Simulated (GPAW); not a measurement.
V:

```xyz
1
Lattice="-1.5144 1.5144 1.5144 1.5144 -1.5144 1.5144 1.5144 1.5144 -1.5144" Properties=species:S:1:pos:R:3 pbc="T T T"
V     0.0000    0.0000    0.0000
```

- Program: GPAW 26.7.0
- Task: relaxation of cell and atoms
- Functional: PBEsol
- Dispersion: D4
- Potentials or basis: PAW data sets generated in the run's folder for this functional
- Cutoff: 600 eV
- Basis: pw
- k mesh: 12 × 12 × 12
- Occupations: fermi-dirac, width 0.05 eV
- Spin: collinear spin, ferromagnetic start
- Starting moments: [2.0] μB

At the start: pressure -12.7 GPa; volume 13.89 Å³/atom.

Question: Where does the relaxation end?

Answer: Over 3 steps the energy falls by 41.6 meV/atom and the volume is 12.88 Å³/atom (-7.3 %); space group Im-3m (No. 229, to 0.05 Å); moment 0.00 μB per cell.

The path:
```csv
step,energy change (eV),largest force (eV/Å),pressure (GPa),volume (Å³)
1,0.0000,0.0000,-12.71,13.89
2,-0.0360,0.0000,-5.01,13.25
3,-0.0416,0.0000,0.30,12.88
```

Final structure:
```yaml
crystal:
  lattice:
    - [-1.47662, 1.47662, 1.47662]
    - [1.47662, -1.47662, 1.47662]
    - [1.47662, 1.47662, -1.47662]
  atoms:
    - { symbol: V, position: [0.00000, 0.00000, 0.00000] }
```

Caveat: each step starts from the last one's moments, so a moment once lost doesn't come back; later steps reuse the first step's grids; pairwise dispersion overbinds metals, which lowers pressure and volume.
